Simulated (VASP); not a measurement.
# LiF (Pm-3m) in VASP: single point with LDA

Aim: the single point of LiF with LDA.

All numbers are computed with VASP 6.6.1; they aren't measurements. Logs are shortened: lines on timing, memory, paths and dates and some standing lists are left out, and cuts for length are marked.

### Step 1. The crystal as given

The structure is cubic, space group Pm-3m (No. 221). Conventional cell: a = 2.560 Å, b = 2.560 Å, c = 2.560 Å, α = 90.00°, β = 90.00°, γ = 90.00°. Li (site symmetry m-3m) is surrounded by 8 F at 2.22 Å. F (site symmetry m-3m) has 8 Li at 2.22 Å as nearest neighbours.

Measurements of this composition are mostly on another form, of space group No. 225.

### Step 2. Single point, LDA

The input, INCAR:

```
SYSTEM = LiF
PREC     = Accurate       ! precision mode
ENCUT    = 520            ! plane-wave cutoff, eV
EDIFF    = 1E-6           ! SCF threshold, eV
ISMEAR   = 0              ! smearing method
SIGMA    = 0.1            ! smearing width, eV
LREAL    = .False.        ! projectors in reciprocal space
LASPH    = .True.         ! aspherical terms in the spheres
NELM     = 100            ! most SCF steps
ALGO     = Normal         ! electronic algorithm
ISIF     = 2              ! what is computed and relaxed
LWAVE    = .False.        ! write WAVECAR
LCHARG   = .True.         ! write CHGCAR
LELF     = .True.         ! ELF
LVHAR    = .True.       
NBANDS   = 12             ! bands
```

The input, KPOINTS:

```
regular mesh
0
Gamma
  8 8 8
  0 0 0
```

The input, POSCAR:

```
LiF
1.0
    2.5595330000      0.0000000000      0.0000000000
    0.0000000000      2.5595330000      0.0000000000
    0.0000000000      0.0000000000      2.5595330000
Li F
1 1
Direct
    0.0000000000      0.0000000000      0.0000000000
    0.5000000000      0.5000000000      0.5000000000
```

Potentials or basis: VASP PAW LDA potentials, release 64 (Li_sv, F).

Command:

```console
> cat potpaw_LDA.64/Li_sv/POTCAR potpaw_LDA.64/F/POTCAR > POTCAR
> mpirun -np 1 vasp_std > vasp.out
```

OUTCAR:

```text
SYSTEM = LiF
   PREC = Accurate
   ENCUT = 520
   EDIFF = 1E-6
   ISMEAR = 0
   LREAL = .False.
   LASPH = .True.
   NELM = 100
   ISIF = 2

 ion  position               nearest neighbor table
   1  0.000  0.000  0.000-   2 2.22   2 2.22   2 2.22   2 2.22   2 2.22   2 2.22   2 2.22   2 2.22

   2  0.500  0.500  0.500-   1 2.22   1 2.22   1 2.22   1 2.22   1 2.22   1 2.22   1 2.22   1 2.22

  LATTYP: Found a simple cubic cell.
 ALAT       =     2.5595330000

  Lattice vectors:

 A1 = (   2.5595330000,   0.0000000000,   0.0000000000)
 A2 = (   0.0000000000,   2.5595330000,   0.0000000000)
 A3 = (   0.0000000000,   0.0000000000,   2.5595330000)

Analysis of symmetry for initial positions (statically):
=====================================================================
 Subroutine PRICEL returns:
 Original cell was already a primitive cell.

 Routine SETGRP: Setting up the symmetry group for a
 simple cubic supercell.

 Subroutine GETGRP returns: Found 48 space group operations
 (whereof 48 operations were pure point group operations)
 out of a pool of 48 trial point group operations.

The static configuration has the point symmetry O_h .

Analysis of symmetry for dynamics (positions and initial velocities):
=====================================================================
 Subroutine PRICEL returns:
 Original cell was already a primitive cell.

 Routine SETGRP: Setting up the symmetry group for a
 simple cubic supercell.

 Subroutine GETGRP returns: Found 48 space group operations
 (whereof 48 operations were pure point group operations)
 out of a pool of 48 trial point group operations.

The dynamic configuration has the point symmetry O_h .

 Subroutine INISYM returns: Found 48 space group operations
 (whereof 48 operations are pure point group operations),
 and found     1 'primitive' translations

----------------------------------------------------------------------------------------

                                     Primitive cell

  volume of cell :      16.7680

  direct lattice vectors                    reciprocal lattice vectors
     2.559533000  0.000000000  0.000000000     0.390696272  0.000000000  0.000000000
     0.000000000  2.559533000  0.000000000     0.000000000  0.390696272  0.000000000
     0.000000000  0.000000000  2.559533000     0.000000000  0.000000000  0.390696272

  length of vectors
     2.559533000  2.559533000  2.559533000     0.390696272  0.390696272  0.390696272

  position of ions in fractional coordinates (direct lattice)
[... 90 lines left out ...]
   NELECT =      10.0000    total number of electrons
   NUPDOWN=      -1.0000    fix difference up-down
   EMIN   =  10.00;   EMAX   =-10.00  energy-range for DOS
   EFERMI =   0.00;   METHOD = LEGACY
   ISMEAR =     0;   SIGMA  =   0.10  broadening in eV -4-tet -1-fermi 0-gaus
   EFERMI_NEDOS =   21; number of points for ismear=-14 and -15
   IALGO  =     38    algorithm
   IMIX   =      4    mixing-type and parameters
     AMIX     =   0.40;   BMIX     =  1.00
     AMIX_MAG =   1.60;   BMIX_MAG =  1.00
  volume/ion in A,a.u.               =       8.38        56.58
  Fermi-wavevector in a.u.,A,eV,Ry     =   1.377994  2.604032 25.835673  1.898868
  Thomas-Fermi vector in A             =   2.503097
   LORBIT       =      0    0 simple, 1 ext, 2 COOP (PROOUT), +10 PAW based schemes
   GGA     = CA    functional components
   LHFCALC =     F    Hartree Fock is set to
   AEXX    =    0.0000 exact exchange contribution
   IVDW    =     0    specifies the selected vdW correction
   LEPSILON=     F    determine dielectric tensor
   LRPA    =     F    only Hartree local field effects (RPA)
 non-spin polarized calculation
 Gauss-broadening in eV      SIGMA  =   0.10
  energy-cutoff  :      520.00
  volume of cell :       16.77
 maximum number of plane-waves:       468
 NGX is ok and might be reduce to    20
   NGX =  9   NGY =  9   NGZ =  9

 number of electron      10.0000016 magnetization

 Free energy of the ion-electron system (eV)
  ---------------------------------------------------
  ext. energy  EPLUGINS =         0.00000000
  ---------------------------------------------------
  free energy    TOTEN  =        -9.87002254 eV

  energy without entropy =       -9.87002254  energy(sigma->0) =       -9.87002254

 E-fermi :   0.3714     XC(G=0): -10.5747

 val. band max:       -0.1967690695   @ k =   0.5000   0.5000   0.0000
 cond. band min:       7.1077169978   @ k =   0.0000   0.0000   0.0000
 fundamental gap:      7.3044860673
 Fermi energy:         0.3714264144

 k-point     1 :       0.0000    0.0000    0.0000
  band No.  band energies     occupation
      1     -41.8429      2.00000
      2     -20.6084      2.00000
      3      -0.8827      2.00000
      4      -0.8827      2.00000
      5      -0.8827      2.00000
      6       7.1077      0.00000
      7      18.2197      0.00000
      8      18.2197      0.00000
      9      20.3093      0.00000
     10      20.3093      0.00000
     11      20.3093      0.00000
     12      37.8381      0.00000
[... 331 lines left out ...]
 k-point    24 :       0.5000    0.3750    0.1250
  band No.  band energies     occupation
      1     -41.7451      2.00000
      2     -19.5960      2.00000
      3      -3.4678      2.00000
      4      -3.0240      2.00000
      5      -0.6291      2.00000
      6      12.1273      0.00000
      7      12.5537      0.00000
      8      13.2447      0.00000
      9      20.4499      0.00000
     10      22.5767      0.00000
     11      26.5937      0.00000
     12      28.1374      0.00000

 [... further k-points ...]

------------------------ aborting loop because EDIFF is reached ----------------------------------------

  FORCE on cell =-STRESS in cart. coord.  units (eV):
  Direction    XX          YY          ZZ          XY          YZ          ZX
  --------------------------------------------------------------------------------------
  -------------------------------------------------------------------------------------
  Total       -0.8322688     -0.8322688     -0.8322688     -0.0000000     -0.0000000      0.0000000
  in kB      -79.5228574    -79.5228574    -79.5228574     -0.0000000     -0.0000000      0.0000000
  external PRESSURE =     -79.5228574 kB  Pullay stress =       0.0000000 kB

 VOLUME and BASIS-vectors are now :
 -----------------------------------------------------------------------------
  energy-cutoff  :      520.00
  volume of cell :       16.77
      direct lattice vectors                 reciprocal lattice vectors
     2.559533000  0.000000000  0.000000000     0.390696272  0.000000000  0.000000000
     0.000000000  2.559533000  0.000000000     0.000000000  0.390696272  0.000000000
     0.000000000  0.000000000  2.559533000     0.000000000  0.000000000  0.390696272

 POSITION                                       TOTAL-FORCE (eV/Angst)
 -----------------------------------------------------------------------------------
      0.00000      0.00000      0.00000         0.000000      0.000000      0.000000
      1.27977      1.27977      1.27977         0.000000      0.000000      0.000000
 -----------------------------------------------------------------------------------
    total drift:                               -0.000000      0.000000      0.000000

  FREE ENERGIE OF THE ION-ELECTRON SYSTEM (eV)
  ---------------------------------------------------
  free  energy   TOTEN  =        -9.8700225357 eV

  energy  without entropy=       -9.8700225357  energy(sigma->0) =       -9.87002254
```

OSZICAR:

```text
N       E                     dE             d eps       ncg     rms          rms(c)
DAV:   1     0.303047602638E+02    0.30305E+02   -0.53271E+03   860   0.838E+02
DAV:   2    -0.934342213172E+01   -0.39648E+02   -0.38932E+02  1024   0.183E+02
DAV:   3    -0.103763101032E+02   -0.10329E+01   -0.10315E+01  1076   0.260E+01
DAV:   4    -0.103861861019E+02   -0.98760E-02   -0.98752E-02   928   0.277E+00
DAV:   5    -0.103863094222E+02   -0.12332E-03   -0.12332E-03  1080   0.241E-01    0.419E+00
DAV:   6    -0.990131289793E+01    0.48500E+00   -0.23252E+00   860   0.894E+00    0.139E+00
DAV:   7    -0.988118422743E+01    0.20129E-01   -0.16227E-02  1092   0.108E+00    0.789E-01
DAV:   8    -0.987002705574E+01    0.11157E-01   -0.15208E-02  1172   0.113E+00    0.108E-01
DAV:   9    -0.987001384994E+01    0.13206E-04   -0.51460E-04   980   0.215E-01    0.429E-02
DAV:  10    -0.987002298316E+01   -0.91332E-05   -0.37240E-05  1060   0.458E-02    0.522E-03
DAV:  11    -0.987002253571E+01    0.44745E-06   -0.86486E-07   796   0.742E-03
   1 F= -.98700225E+01 E0= -.98700225E+01  d E =-.323533E-17
```

Run time: 3.3 s. Hardware: 1 thread of Intel Xeon Platinum 8488C (Sapphire Rapids), shared host; peak memory 0.11 GiB.

Results:

| Quantity | Value |
| --- | --- |
| Free energy | -9.8700 eV |
| Band gap on the k mesh | 7.30 eV, indirect (least direct gap 7.99 eV) |

Caveat: the cutoff is under 1.25 times the usual one of these potentials, so pressure, stress and relaxed cells hold a basis-set (Pulay) error. A k mesh can miss the band edges.
